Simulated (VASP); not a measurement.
KBr in VASP 6.6.1, single-point calculation

INCAR

```
IBRION = -1
ISIF = 2
SIGMA = 0.5
LCHARG = .FALSE.
NELM = 63
NSW = 0
ISMEAR = -4
EDIFF = 1E-7
GGA = PE
LWAVE = .FALSE.
ENCUT = 520
NBANDS = 15
PREC = Accurate
LASPH = .TRUE.
LREAL = .FALSE.
```

KPOINTS

```
KPOINTS created by Atomic Simulation Environment
0
Monkhorst-Pack
6 6 6
0 0 0
```

POSCAR

```
K  Br
 1.0000000000000000
    -0.0000000000000000    3.6882992941940822    3.6882992941940822
     3.6882992941940822   -0.0000000000000000    3.6882992941940822
     3.6882992941940822    3.6882992941940822   -0.0000000000000000
 K   Br
   1   1
Cartesian
 -0.0000000000000000  0.0000000000000000  0.0000000000000000
  1.8441496470970411  1.8441496470970411  1.8441496470970411
```

The recommended PBE PAW datasets give the neutral cell 16 valence electrons.

Command

```
mpirun -np 1 vasp_std
```

OSZICAR

```
N       E                     dE             d eps       ncg     rms          rms(c)
DAV:   1     0.988606152211E+02    0.98861E+02   -0.63666E+03   840   0.892E+02
DAV:   2     0.185437515612E+01   -0.97006E+02   -0.89063E+02  1071   0.212E+02
DAV:   3    -0.600368914144E+01   -0.78581E+01   -0.78122E+01  1155   0.530E+01
DAV:   4    -0.635493517266E+01   -0.35125E+00   -0.35116E+00  1408   0.995E+00
DAV:   5    -0.635692369087E+01   -0.19885E-02   -0.19885E-02  1155   0.814E-01    0.317E+00
DAV:   6    -0.604543156433E+01    0.31149E+00   -0.41005E-01  1085   0.267E+00    0.223E+00
DAV:   7    -0.600986312218E+01    0.35568E-01   -0.20711E-01  1162   0.212E+00    0.110E+00
DAV:   8    -0.603070142804E+01   -0.20838E-01   -0.24948E-02  1104   0.102E+00    0.198E-01
DAV:   9    -0.603265503111E+01   -0.19536E-02   -0.12675E-03  1036   0.198E-01    0.133E-01
DAV:  10    -0.603478196340E+01   -0.21269E-02   -0.17528E-03   861   0.224E-01    0.334E-02
DAV:  11    -0.603481883258E+01   -0.36869E-04   -0.10124E-04  1065   0.662E-02    0.105E-02
DAV:  12    -0.603483323496E+01   -0.14402E-04   -0.18596E-05   861   0.316E-02    0.618E-03
DAV:  13    -0.603483366080E+01   -0.42584E-06   -0.15086E-06  1205   0.690E-03    0.155E-03
DAV:  14    -0.603483375830E+01   -0.97502E-07   -0.23934E-07   889   0.299E-03
   1 F= -.60348338E+01 E0= -.60348338E+01  d E =0.000000E+00
```

Standard output (part)

```
POSCAR found type information on POSCAR K Br
 POSCAR found :  2 types and       2 ions
 LDA part: xc-table for (Slater+PW92), standard interpolation
 POSCAR, INCAR and KPOINTS ok, starting setup
 WAVECAR not read
 entering main loop
```

From OUTCAR

```
k-points           NKPTS =     28   k-points in BZ     NKDIM =     28   number of bands    NBANDS=     15

   NELECT =      16.0000    total number of electrons

   dimension x,y,z NGX =    40 NGY =   40 NGZ =   40
   dimension x,y,z NGXF=    80 NGYF=   80 NGZF=   80

  energy-cutoff  :      520.00
  volume of cell :      100.35
      direct lattice vectors                 reciprocal lattice vectors
     0.000000000  3.688299294  3.688299294    -0.135563836  0.135563836  0.135563836
     3.688299294  0.000000000  3.688299294     0.135563836 -0.135563836  0.135563836
     3.688299294  3.688299294  0.000000000     0.135563836  0.135563836 -0.135563836

 k-points in reciprocal lattice and weights: KPOINTS created by Atomic Simulation Env
   0.08333333  0.08333333  0.08333333       0.009
   0.25000000  0.08333333  0.08333333       0.028
   0.41666667  0.08333333  0.08333333       0.028
  -0.41666667  0.08333333  0.08333333       0.028
  -0.25000000  0.08333333  0.08333333       0.028
  -0.08333333  0.08333333  0.08333333       0.028
   0.25000000  0.25000000  0.08333333       0.028
   0.41666667  0.25000000  0.08333333       0.056
   ...

 E-fermi :  -3.0213

 k-point     1 :       0.0833    0.0833    0.0833
  band No.  band energies     occupation
      1     -30.9184      2.00000
      2     -15.0242      2.00000
      3     -14.4165      2.00000
      4     -14.4165      2.00000
      5     -14.3968      2.00000
      6      -3.1804      2.00000
      7      -3.1463      2.00000
      8      -3.1463      2.00000
      9       1.2632      0.00000
     10       5.3922      0.00000
     11       5.3922      0.00000
     12       6.3911      0.00000
     13       6.6449      0.00000
     14       6.6449      0.00000
     15       6.9350      0.00000

 k-point     2 :       0.2500    0.0833    0.0833
  band No.  band energies     occupation
      1     -30.9180      2.00000
      2     -15.0941      2.00000
      3     -14.4205      2.00000
      4     -14.4178      2.00000
      5     -14.3178      2.00000
      6      -3.3073      2.00000
      7      -3.1539      2.00000
      8      -3.1389      2.00000
      9       1.8046      0.00000
     10       5.0160      0.00000
     11       5.2064      0.00000
     12       5.9936      0.00000
     13       6.4346      0.00000
     14       6.8521      0.00000
     15       7.0415      0.00000

 k-point     3 :       0.4167    0.0833    0.0833
  band No.  band energies     occupation
      1     -30.9173      2.00000
      2     -15.1791      2.00000
      3     -14.4245      2.00000
      4     -14.4211      2.00000
      5     -14.2200      2.00000
      6      -3.4646      2.00000
      7      -3.1571      2.00000
      8      -3.1332      2.00000
      9       2.7806      0.00000
     10       4.5172      0.00000
     11       4.9564      0.00000
     12       5.1777      0.00000
     13       6.5723      0.00000
     14       6.6735      0.00000
     15       6.7232      0.00000

 ...

  Total        0.1759540      0.1759540      0.1759540      0.0000000      0.0000000      0.0000000
  in kB        2.8093197      2.8093197      2.8093197      0.0000000      0.0000000      0.0000000
  external PRESSURE =       2.8093197 kB  Pullay stress =       0.0000000 kB

 POSITION                                       TOTAL-FORCE (eV/Angst)
 -----------------------------------------------------------------------------------
      0.00000      0.00000      0.00000         0.000000      0.000000      0.000000
      1.84415      1.84415      1.84415        -0.000000     -0.000000     -0.000000
 -----------------------------------------------------------------------------------
    total drift:                               -0.000000     -0.000000     -0.000000

  FREE ENERGIE OF THE ION-ELECTRON SYSTEM (eV)
  ---------------------------------------------------
  free  energy   TOTEN  =        -6.0348337583 eV

  energy  without entropy=       -6.0348337583  energy(sigma->0) =       -6.03483376
```

It converged. Results: gap between bands v and c on the k mesh 4.40 eV; least direct gap on the k mesh 4.41 eV; pressure 0.3 GPa. Band v is the last that the valence electrons fill when counted band by band, and c is the next.

The shifted mesh misses Γ, so a band edge there is missed.

For comparison, a separate PBE run of the intended cell, on usual settings and not on those above, gives a gap of 4.28 eV on its mesh and a pressure of 0.3 GPa.

The run above took about 44 s on one core of a shared host (Intel Xeon Platinum 8488C) and held 0.25 GiB at most.
